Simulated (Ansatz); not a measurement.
A relaxation computed with Ansatz, from input to last step.

```yaml
crystal:
  lattice:
    - [-2.7171, 2.7171, 5.4248]
    - [2.7171, -2.7171, 5.4248]
    - [2.7171, 2.7171, -5.4248]
  atoms:
    - { symbol: Zn, position: [0.25, 0.75, 0.5] }
    - { symbol: Cu, position: [0.0, 0.0, 0.0] }
    - { symbol: Cu, position: [0.75, 0.25, 0.5] }
    - { symbol: Sn, position: [0.5, 0.5, 0.0] }
    - { symbol: S, position: [0.37161, 0.88441, 0.9996] }
    - { symbol: S, position: [0.11559, 0.11519, 0.4872] }
    - { symbol: S, position: [0.88481, 0.37201, 0.0004] }
    - { symbol: S, position: [0.62799, 0.62839, 0.5128] }
basis:
  ecutwfc: 420
kpoints:
  mp_grid: { grid: [10, 10, 10] }
hamiltonian:
  xc: pbe
scf:
  occupations: { method: gaussian, width: 0.01 }
output:
  forces: true
  stress: true
  eigenvalues: true
  write_density: true
  write_potential: true
  elf: true
  volumetric_format: npy
relax:
  adjacent_minimum: "off"
  f_tol: 0.005
  max_steps: 80
  cell: { stress_tol: 0.05 }
```

```bash
ansatz run input.yaml --threads 2 --pin off --max-ram 5120MiB --backend cpu --events-out ev --progress --plain --runs-dir out
```

Method: Ansatz, DFT PBE, scalar-relativistic, plane waves, PAW.

Of 5 frames 5 are shown, positions in Å and forces in eV/Å; the SCF threshold varies from step to step. Steps run on the plane waves of an earlier cell, with a Pulay correction in the pressure. The basis is chosen afresh for the last frame, the zero of the energies, and at times for earlier ones too; energy and pressure step there, also at an unchanged geometry.

```xyz
8
Lattice="-2.7171 2.7171 5.4248 2.7171 -2.7171 5.4248 2.7171 2.7171 -5.4248" Properties=species:S:1:pos:R:3:forces:R:3 pbc="T T T" step=1 free_energy_over_end_meV_per_atom=10.88 pressure_GPa=2.06
Zn    2.7171    0.0000    2.7124    0.0000    0.0000    0.0000
Cu    0.0000    0.0000    0.0000    0.0000    0.0000    0.0000
Cu    0.0000    2.7171    2.7124    0.0000    0.0000    0.0000
Sn    0.0000    0.0000    5.4248    0.0000    0.0000    0.0000
S     4.1093    1.3227    1.3910    0.5585   -0.1618    0.2049
S     1.3227    1.3249   -1.3910   -0.1618   -0.5585   -0.2049
S    -1.3922    1.3944    6.8158   -0.5585    0.1618    0.2049
S     1.3944    1.3922    4.0338    0.1618    0.5585   -0.2049
8
Lattice="-2.7358 2.7358 5.4558 2.7358 -2.7358 5.4558 2.7358 2.7358 -5.4558" Properties=species:S:1:pos:R:3:forces:R:3 pbc="T T T" step=2 free_energy_over_end_meV_per_atom=1.06 pressure_GPa=0.15
Zn    2.7358    0.0000    2.7279    0.0000    0.0000    0.0000
Cu    0.0000    0.0000    0.0000    0.0000    0.0000    0.0000
Cu    0.0000    2.7358    2.7279    0.0000    0.0000    0.0000
Sn    0.0000    0.0000    5.4558    0.0000    0.0000    0.0000
S     4.1728    1.3179    1.4152    0.1729    0.0389   -0.0321
S     1.3179    1.2988   -1.4152    0.0389   -0.1729    0.0321
S    -1.4370    1.4179    6.8711   -0.1729   -0.0389   -0.0321
S     1.4179    1.4370    4.0406   -0.0389    0.1729    0.0321
8
Lattice="-2.7376 2.7376 5.4631 2.7376 -2.7376 5.4631 2.7376 2.7376 -5.4631" Properties=species:S:1:pos:R:3:forces:R:3 pbc="T T T" step=3 free_energy_over_end_meV_per_atom=0.21 pressure_GPa=-0.10
Zn    2.7376    0.0000    2.7316    0.0000    0.0000    0.0000
Cu    0.0000    0.0000    0.0000    0.0000    0.0000    0.0000
Cu    0.0000    2.7376    2.7316    0.0000    0.0000    0.0000
Sn    0.0000    0.0000    5.4631    0.0000    0.0000    0.0000
S     4.1907    1.3220    1.4143    0.0366    0.0119   -0.0054
S     1.3220    1.2844   -1.4143    0.0119   -0.0366    0.0054
S    -1.4532    1.4155    6.8774   -0.0366   -0.0119   -0.0054
S     1.4155    1.4532    4.0489   -0.0119    0.0366    0.0054
8
Lattice="-2.7356 2.7356 5.4622 2.7356 -2.7356 5.4622 2.7356 2.7356 -5.4622" Properties=species:S:1:pos:R:3:forces:R:3 pbc="T T T" step=4 free_energy_over_end_meV_per_atom=0.14 pressure_GPa=-0.01
Zn    2.7356    0.0000    2.7311    0.0000    0.0000    0.0000
Cu    0.0000    0.0000    0.0000    0.0000    0.0000    0.0000
Cu    0.0000    2.7356    2.7311    0.0000    0.0000    0.0000
Sn    0.0000    0.0000    5.4622    0.0000    0.0000    0.0000
S     4.1921    1.3225    1.4134    0.0008   -0.0022    0.0025
S     1.3225    1.2790   -1.4134   -0.0022   -0.0008   -0.0025
S    -1.4565    1.4131    6.8756   -0.0008    0.0022    0.0025
S     1.4131    1.4565    4.0488    0.0022    0.0008   -0.0025
8
Lattice="-2.7356 2.7356 5.4622 2.7356 -2.7356 5.4622 2.7356 2.7356 -5.4622" Properties=species:S:1:pos:R:3:forces:R:3 pbc="T T T" step=5 free_energy_over_end_meV_per_atom=0.00 pressure_GPa=-0.01
Zn    2.7356    0.0000    2.7311    0.0000    0.0000    0.0000
Cu    0.0000    0.0000    0.0000    0.0000    0.0000    0.0000
Cu    0.0000    2.7356    2.7311    0.0000    0.0000    0.0000
Sn    0.0000    0.0000    5.4622    0.0000    0.0000    0.0000
S     4.1921    1.3225    1.4134    0.0006   -0.0022    0.0025
S     1.3225    1.2790   -1.4134   -0.0022   -0.0006   -0.0025
S    -1.4565    1.4131    6.8756   -0.0006    0.0022    0.0025
S     1.4131    1.4565    4.0488    0.0022    0.0006   -0.0025
```

Time: 3.8 min on 2 threads of Intel(R) Xeon(R) Platinum 8488C (Sapphire Rapids) (shared host), peak memory 1.2 GiB.